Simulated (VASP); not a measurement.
The system is LiF.

```xyz
2
Lattice="0.0000 2.0417 2.0417 2.0417 0.0000 2.0417 2.0417 2.0417 0.0000" Properties=species:S:1:pos:R:3 pbc="T T T"
Li    0.0000    0.0000    0.0000
F     2.0417    2.0417    2.0417
```

The cell is a database's computed one.

| Item | Value |
| --- | --- |
| Program | VASP 6.6.1 |
| Task | relaxation of cell and atoms |
| Functional | LDA |
| Potentials or basis | VASP PAW LDA potentials, release 64 (Li_sv, F) |
| Cutoff | 600 eV |
| k mesh | 10 × 10 × 10 |
| Occupations | gaussian, width 0.02 eV |
| Spin | no spin polarisation |

At the start: pressure -9.2 GPa; volume 8.51 Å³/atom.

**Question.** How do energy, volume and symmetry change on relaxing?

**Answer.** Over 4 steps the energy falls by 36.3 meV/atom and the volume is 7.39 Å³/atom (-13.2 %); space group Fm-3m (No. 225, to 0.05 Å).

The path:
```tsv
step	energy change (eV)	largest force (eV/Å)	pressure (GPa)	volume (Å³)
1	0.0000	0.0000	-9.18	17.02
2	-0.0540	0.0000	-5.30	15.85
3	-0.0724	0.0000	-0.68	14.90
4	-0.0727	0.0000	0.07	14.78
```

Final structure:
```
CELL_PARAMETERS angstrom
0.00000 1.94771 1.94771
1.94771 0.00000 1.94771
1.94771 1.94771 0.00000
ATOMIC_POSITIONS crystal
Li 0.00000 0.00000 0.00000
F 0.50000 0.50000 0.50000
```

Caveat: the cutoff is under 1.25 times the usual one of these potentials, so pressure, stress and relaxed cells hold a basis-set (Pulay) error.
